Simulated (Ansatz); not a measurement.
# C (Carbon): the cost of one run

Program: Ansatz 0.2.0. Level of theory: DFT PBEsol, scalar-relativistic, plane waves, PAW. These are calculated values, not measurements.

A COD entry behind a cell of this session may itself be a prediction, so a difference from it is no test against experiment.

1 further run of the same task is left out (set aside as unsound or not needed).

### Step 1. The structure to begin with

The structure is hexagonal, space group P6_3/mmc (No. 194). Conventional cell: a = 2.499 Å, b = 2.499 Å, c = 4.161 Å, α = 90.00°, β = 90.00°, γ = 120.00°. C (site symmetry 3m) is surrounded by 4 C at 1.53 to 1.56 Å.

As a file:

```
C
1.0
     2.49881    0.00000    0.00000
    -1.24941    2.16404    0.00000
     0.00000    0.00000    4.16084
C
4
Cartesian
  0.0000 1.4427 0.2613
  1.2494 0.7213 2.3417
  0.0000 1.4427 1.8191
  1.2494 0.7213 3.8995
```

It is the result of an earlier relaxation at this level (volume 5.62 Å³/atom; gap on the mesh: 3.05 eV).

### Step 2. The bulk's band edges

Contents of input.yaml:

```yaml
crystal:
  lattice:
    - [2.4988149011, 0.0, 0.0]
    - [-1.2494074505, 2.1640371837, 0.0]
    - [0.0, 0.0, 4.1608356942]
  atoms:
    - { symbol: C, position: [0.3333333333, 0.6666666667, 0.0628016471] }
    - { symbol: C, position: [0.6666666667, 0.3333333333, 0.5628016471] }
    - { symbol: C, position: [0.3333333333, 0.6666666667, 0.4371983529] }
    - { symbol: C, position: [0.6666666667, 0.3333333333, 0.9371983529] }
basis:
  ecutwfc: 420
kpoints:
  mp_grid: { grid: [12, 12, 6] }
  band_path: { path: [VBM, CBM], npoints: 2 }
hamiltonian:
  xc: pbesol
scf:
  occupations: { method: gaussian, width: 0.02 }
output:
  forces: true
  stress: true
  eigenvalues: true
```

The run is started by

```console
$ ansatz run input.yaml --threads 1 --pin off --max-ram 2560MiB --backend cpu --events-out ev --progress --plain --runs-dir out
```

**Question.** How long does this run take on 1 thread of Intel Xeon 6975P-C (Granite Rapids), shared host, and how much memory does it need?

About 1.5 s, with a peak of 0.32 GiB.
